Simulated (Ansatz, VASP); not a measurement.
One calculation of AgCl, two programs

Contents of INCAR:

```
SYSTEM = AgCl
ALGO = Normal
EDIFF = 1E-8
ENCUT = 520
GGA = PS
ISIF = 2
ISMEAR = -1
LASPH = .True.
LCHARG = .False.
LEFG = .True.
LREAL = .False.
LWAVE = .False.
NBANDS = 16
NELM = 60
PREC = Accurate
SIGMA = 0.01
```

File KPOINTS:

```
k-points
0
Gamma
  9 9 9
  0 0 0
```

Contents of POSCAR:

```
AgCl
1.0
    0.0000000000      2.8096430007      2.8096430007
    2.8096430007      0.0000000000      2.8096430007
    2.8096430007      2.8096430007      0.0000000000
Ag Cl
1 1
Direct
    0.5000000000      0.5000000000      0.5000000000
    0.0000000000      0.0000000000      0.0000000000
```

Input for Ansatz:

```yaml
crystal:
  lattice:
    - [0.0, 2.8096430007, 2.8096430007]
    - [2.8096430007, 0.0, 2.8096430007]
    - [2.8096430007, 2.8096430007, 0.0]
  atoms:
    - { symbol: Ag, position: [0.5, 0.5, 0.5] }
    - { symbol: Cl, position: [0.0, 0.0, 0.0] }
kpoints:
  mp_grid: { grid: [9, 9, 9] }
scf:
  occupations: { method: fermi_dirac, width: 0.01 }
hamiltonian:
  xc: pbesol
  pseudopotentials: { kind: all_electron, datasets: crystal }
output:
  forces: true
  stress: true
  eigenvalues: true
  efg: { contact_densities: true }
```

Change from the starting cell: volume scaled by 1.04, crystal datasets.

Alike in both runs: task electric field gradients; functional PBEsol; k mesh 9 × 9 × 9; occupations fermi-dirac, width 0.01 eV; no spin polarisation.

|  | VASP | Ansatz |
| --- | --- | --- |
| version | VASP 6.6.1 | Ansatz 0.2.0 |
| potentials or method | VASP PAW PBE potentials, release 64 (Ag, Cl) | all-electron PAW with datasets made for the crystal, scalar-relativistic |
| plane-wave cutoff (eV) | 520 | see its input |

```tsv
	VASP	Ansatz	Ansatz less VASP
gap on the k mesh at the Fermi level (eV)	0.79	0.79	+0.005
pressure (GPa)	-4.2	-4.1	+0.10
Vzz of the field gradient on the site that differs most (V/Å²)	0.0	0.0	0.00
```

Ansatz ran all-electron here, so the differences hold the error of VASP's frozen core and of both bases. Ansatz warned: «gradients_without_spin_orbit».

Caveats: the PAW data sets were made with another functional, which shifts forces and pressure a little (VASP); an odd mesh through Γ misses points on the zone boundary, where band edges often lie.
